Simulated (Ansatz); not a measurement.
Relaxation of a periodic cell of 17 atoms, Si (host Si, host structure diamond, interstitial Si), to a largest force component of 0.03 eV/Å in at most 60 steps.

Theory: DFT PBEsol, scalar-relativistic, plane waves, PAW in Ansatz. Settings: PAW set soft_1, cutoff 420 eV, k mesh 2x2x2, gaussian smearing 0.02 eV, no spin polarisation.

```xyz
17
Lattice="0.0000 5.4300 5.4300 5.4300 0.0000 5.4300 5.4300 5.4300 0.0000" Properties=species:S:1:pos:R:3:forces:R:3
Si 0.000 0.000 0.000 -0.05 0.08 -0.10
Si 1.357 1.357 1.357 -0.04 -0.49 0.05
Si 2.715 2.715 0.000 0.63 -0.71 -0.68
Si 4.072 4.072 1.357 0.61 0.01 0.01
Si 2.715 0.000 2.715 0.09 0.06 0.05
Si 4.072 1.357 4.072 0.00 0.00 0.00
Si 5.430 2.715 2.715 -0.06 -0.10 0.09
Si 6.787 4.072 4.072 -0.03 0.04 -0.53
Si 0.000 2.715 2.715 -0.35 -0.30 0.32
Si 1.357 4.072 4.072 -0.03 -0.04 0.46
Si 2.715 5.430 2.715 0.51 0.58 0.61
Si 4.072 6.787 4.072 0.10 0.00 -0.03
Si 2.715 2.715 5.430 0.08 -0.04 -0.06
Si 4.072 4.072 6.787 -0.40 -0.01 0.01
Si 5.430 5.430 5.430 -0.45 0.39 -0.37
Si 6.787 6.787 6.787 -0.02 0.49 -0.03
Si 6.847 4.073 6.766 -0.56 0.03 0.20
```

Task: Where does it end, and by what steps?

Result: The run converged. The force dipped under the threshold on the way, but the program's further checks kept it going. Limits of this set-up: PAW files made for another functional, a small cell, in which the defect meets its images, a typed lattice constant that wasn't relaxed here. After 3 steps the energy has fallen by 0.134 eV; Si17 moved furthest, 0.06 Å.

```json
{"step": "0", "energy less start (eV)": "0.0000", "largest force component (eV/Å)": "0.708", "accepted": "yes"}
{"step": "1", "energy less start (eV)": "-0.1167", "largest force component (eV/Å)": "0.255", "accepted": "yes"}
{"step": "2", "energy less start (eV)": "-0.1338", "largest force component (eV/Å)": "0.017", "accepted": "yes"}
{"step": "3", "energy less start (eV)": "-0.1338", "largest force component (eV/Å)": "0.017", "accepted": "yes"}
```

```xyz
17
Lattice="0.0000 5.4300 5.4300 5.4300 0.0000 5.4300 5.4300 5.4300 0.0000" Properties=species:S:1:pos:R:3
Si 0.001 0.006 -0.008
Si 1.360 1.326 1.357
Si 2.742 2.694 -0.022
Si 4.113 4.072 1.357
Si 2.723 0.005 2.718
Si 4.075 1.357 4.072
Si 5.430 2.707 2.720
Si 6.790 4.073 4.039
Si -0.021 2.693 2.736
Si 1.360 4.072 4.102
Si 2.743 5.452 2.736
Si 4.075 6.788 4.072
Si 2.722 2.711 5.424
Si 4.043 4.072 6.786
Si 5.409 5.452 5.406
Si 6.790 6.819 6.786
Si 6.791 4.073 6.786
```

Whether the end is a true minimum wasn't checked by a vibrational analysis.

Run time: 20 s on 1 thread of Arm Neoverse V1, with other jobs on the host, peak memory 0.49 GiB.
